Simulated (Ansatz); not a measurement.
Input of an Ansatz 0.2.0 run:

File input.yaml:

```yaml
crystal:
  lattice:
    - [0.0, 3.059, 3.059]
    - [3.059, 0.0, 3.059]
    - [3.059, 3.059, 0.0]
  atoms:
    - { symbol: Sb, position: [0.75, 0.75, 0.75] }
    - { symbol: Ga, position: [0.0, 0.0, 0.0] }
hamiltonian:
  xc: pbesol
  pseudopotentials: { kind: paw }
kpoints:
  mp_grid: { grid: [8, 8, 8] }
  band_path:
    path:
      - [[0.0, 0.0, 0.0], [0.5, 0.0, 0.5], [0.5, 0.25, 0.75], [0.375, 0.375, 0.75], [0.0, 0.0, 0.0], [0.5, 0.5, 0.5], [0.625, 0.25, 0.625], [0.5, 0.25, 0.75], [0.5, 0.5, 0.5], [0.375, 0.375, 0.75]]
      - [[0.625, 0.25, 0.625], [0.5, 0.0, 0.5]]
    npoints: 14
scf:
  occupations: { method: fermi_dirac, width: 0.05 }
  n_extra_bands: 6
output:
  forces: true
  stress: true
  eigenvalues: true
  fatbands: false
```

Potentials or basis: Ansatz PAW.

Command:

```sh
$ ansatz run input.yaml --threads 2 --pin off --max-ram 5632MiB --backend cpu --events-out ev --progress --plain --runs-dir out
```

(1) Estimate the band gap on the k mesh.

(2) Estimate the pressure.

Results:

(1) none (metal or under the smearing width).

(2) -0.2 GPa.

Caveat: spin-orbit coupling is left out, which moves the levels of the heavy elements; the PAW data sets come from PBE, with cores solved anew for the run's functional, which leaves a small shift of forces and pressure.

**What was measured.**

A printed reference work, data compilation reports, for a bulk crystal of GaSb at 4.2 K: band gap 0.811 eV (direct).

Against the measured gap of GaSb, 0.811 eV (direct; 4.2 K; a printed reference work, data compilation), the calculated 0.00 eV is off by -0.81 eV. Spin-orbit coupling on Ga, Sb is left out. The value is that of PBEsol on a finite k mesh, which can miss the band edges, without temperature or zero-point motion. Semilocal functionals fall short of measured gaps as a rule.
